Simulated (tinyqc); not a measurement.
Inside a calculation. Method: Pariser-Parr-Pople SCF with singles CI, for the molecule O=Cc1ccccc1 (SMILES; centres numbered as the heavy atoms are written). One step of it, computed by the program tinyqc.

Task: Iteration 2: orbitals and new P. Diagonalise F (the basis is taken as orthonormal) and form P = 2 sum c c over the lowest orbitals; 0.5 of the old P is kept.

F (eV):
```
            1O         2C         3C         4C         5C         6C         7C         8C
1O  -10.031267  -6.328892   0.052126   0.420712  -0.005241  -0.247117  -0.007552   0.552800
2C   -6.328892  -5.113258  -4.011815  -0.114059   0.080628   0.058991   0.072176  -0.116309
3C    0.052126  -4.011815  -5.945086  -4.896562   0.002253   0.716317   0.002790  -4.897513
4C    0.420712  -0.114059  -4.896562  -5.852296  -5.131183  -0.032344   0.754589   0.038816
5C   -0.005241   0.080628   0.002253  -5.131183  -5.834691  -5.060244  -0.000618   0.751500
6C   -0.247117   0.058991   0.716317  -0.032344  -5.060244  -5.754338  -5.064198  -0.032744
7C   -0.007552   0.072176   0.002790   0.754589  -0.000618  -5.064198  -5.762741  -5.125290
8C    0.552800  -0.116309  -4.897513   0.038816   0.751500  -0.032744  -5.125290  -5.667772
```

pi electrons, sum of z_r less the charge = 8

P after iteration 1:
```
           1O         2C         3C         4C         5C         6C         7C         8C
1O   1.173528   0.895380  -0.019258  -0.225625   0.003619   0.177251   0.004552  -0.230776
2C   0.895380   0.862129   0.381785   0.043534  -0.043937  -0.036007  -0.039337   0.044404
3C  -0.019258   0.381785   1.004029   0.615771  -0.000860  -0.306840  -0.001065   0.616297
4C  -0.225625   0.043534   0.615771   0.985396   0.678189   0.012345  -0.323251  -0.014815
5C   0.003619  -0.043937  -0.000860   0.678189   1.000191   0.659144   0.000236  -0.321904
6C   0.177251  -0.036007  -0.306840   0.012345   0.659144   0.989472   0.660326   0.012499
7C   0.004552  -0.039337  -0.001065  -0.323251   0.000236   0.660326   1.000291   0.676628
8C  -0.230776   0.044404   0.616297  -0.014815  -0.321904   0.012499   0.676628   0.984964
```

Give: orbital energies; P after iteration 2.

Result:

orbital energies (eV): -15.846  -14.408  -11.680  -11.577  -1.775  0.084  1.347  3.893

P after iteration 2:
```
        1O      2C      3C      4C      5C      6C      7C      8C
1O   1.278   0.881  -0.031  -0.209   0.006   0.162   0.006  -0.218
2C   0.881   0.777   0.370   0.068  -0.042  -0.055  -0.034   0.069
3C  -0.031   0.370   1.014   0.618  -0.005  -0.309  -0.001   0.619
4C  -0.209   0.068   0.618   0.978   0.678   0.020  -0.324  -0.026
5C   0.006  -0.042  -0.005   0.678   1.001   0.659   0.001  -0.322
6C   0.162  -0.055  -0.309   0.020   0.659   0.981   0.661   0.023
7C   0.006  -0.034  -0.001  -0.324   0.001   0.661   1.000   0.675
8C  -0.218   0.069   0.619  -0.026  -0.322   0.023   0.675   0.971
```
